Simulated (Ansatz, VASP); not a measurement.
# MgO in VASP and in Ansatz

```
Mg O
1.0
     3.28053    0.00000    0.00000
    -1.64026    2.84102    0.00000
     0.00000    0.00000   10.51390
Mg O
4 4
Direct
  0.33333 0.66667 0.96949
  0.00000 0.00000 0.22082
  0.00000 0.00000 0.72082
  0.66667 0.33333 0.46949
  0.33333 0.66667 0.78004
  0.00000 0.00000 0.52964
  0.00000 0.00000 0.02964
  0.66667 0.33333 0.28004
```

Measurements of this composition are mostly on another form, of space group No. 225.

Alike in both runs: task single point; functional PBE; k mesh 9 × 9 × 2; occupations gaussian, width 0.05 eV; no spin polarisation.

```csv
,VASP,Ansatz
version,VASP 6.6.1,Ansatz 0.2.0
potentials or method,"VASP PAW PBE potentials, release 64 (Mg, O)","scalar-relativistic, plane waves, PAW"
plane-wave cutoff (eV),520,520
valence electrons in the cell,32,64
```

VASP gave:

- gap on the k mesh at the Fermi level (eV): 3.44
- least direct gap on the mesh (eV): 3.44
- pressure (GPa): -0.4

Task: Estimate Ansatz's values.

Result: gap on the k mesh at the Fermi level (eV): 3.46; least direct gap on the mesh (eV): 3.46; pressure (GPa): 0.0.

With one functional, cell and mesh, what is left measures potentials, basis and numerics. The two sets of potentials don't hold the same shells in valence.

A hybrid or GW would open this gap; PBE tends to underestimate it.
